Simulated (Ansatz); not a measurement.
SrO in the h-MgO-type structure, relaxed with r2SCAN. Space group P6_3/mmc (No. 194), hexagonal; a = 4.270 Å, c = 5.144 Å in the conventional setting, 20.31 Å³ an atom. Around Sr lie 5 O at 2.47–2.57 Å; around O lie 5 Sr at 2.47–2.57 Å.

```cif
data_structure
_symmetry_space_group_name_H-M 'P6_3/mmc'
_symmetry_Int_Tables_number 194
_cell_length_a 4.2700
_cell_length_b 4.2700
_cell_length_c 5.1445
_cell_angle_alpha 90.000
_cell_angle_beta 90.000
_cell_angle_gamma 120.000
_cell_volume 81.23
loop_
_atom_site_label
_atom_site_type_symbol
_atom_site_symmetry_multiplicity
_atom_site_Wyckoff_symbol
_atom_site_fract_x
_atom_site_fract_y
_atom_site_fract_z
_atom_site_occupancy
Sr1 Sr 2 c 0.33333 0.66667 0.25000 1
O1 O 2 d 0.66667 0.33333 0.25000 1
```

3 runs of Ansatz 0.2.0 on this cell differ in the functional (and in the settings that go with it). Levels are in eV from each run's valence top; v1 is the last filled band, c1 the first empty one.

Run A, mean stress -0.3 GPa (compression positive):

| point | v5 | v3 | v1 | c1 | c2 | c3 |
| --- | --- | --- | --- | --- | --- | --- |
| Γ | -1.07 | -0.90 | 0.00 | 4.00 | 7.82 | 7.82 |
| M | -0.88 | -0.36 | -0.26 | 5.74 | 6.35 | 6.69 |
| K | -0.97 | -0.35 | -0.05 | 5.12 | 5.20 | 8.98 |

Run B, mean stress -0.7 GPa (compression positive):

| point | v5 | v3 | v1 | c1 | c2 | c3 |
| --- | --- | --- | --- | --- | --- | --- |
| Γ | -1.08 | -0.93 | 0.00 | 5.11 | 9.05 | 9.05 |
| M | -0.90 | -0.38 | -0.27 | 6.89 | 7.53 | 7.91 |
| K | -0.99 | -0.37 | -0.06 | 6.26 | 6.37 | 10.20 |

Run C, mean stress +1.2 GPa (compression positive):

| point | v5 | v3 | v1 | c1 | c2 | c3 |
| --- | --- | --- | --- | --- | --- | --- |
| Γ | -1.04 | -0.87 | 0.00 | 2.66 | 6.16 | 6.16 |
| M | -0.85 | -0.34 | -0.26 | 4.32 | 4.86 | 5.10 |
| K | -0.92 | -0.33 | -0.07 | 3.71 | 3.73 | 7.36 |

**Question.** Match the runs to PBE, HSE06, DDH-PBE0.

**Answer.** A is HSE06, B is DDH-PBE0, C is PBE. In order of the gap: PBE 2.66, HSE06 4.00, DDH-PBE0 5.11 eV.

Values at 0 K without nuclear motion; spin polarisation is off, and the phase may be a hypothetical one.

The stress of a hybrid is loosely converged in these runs.

The meshes of the hybrids are coarse, so their gaps aren't converged to the digits shown.
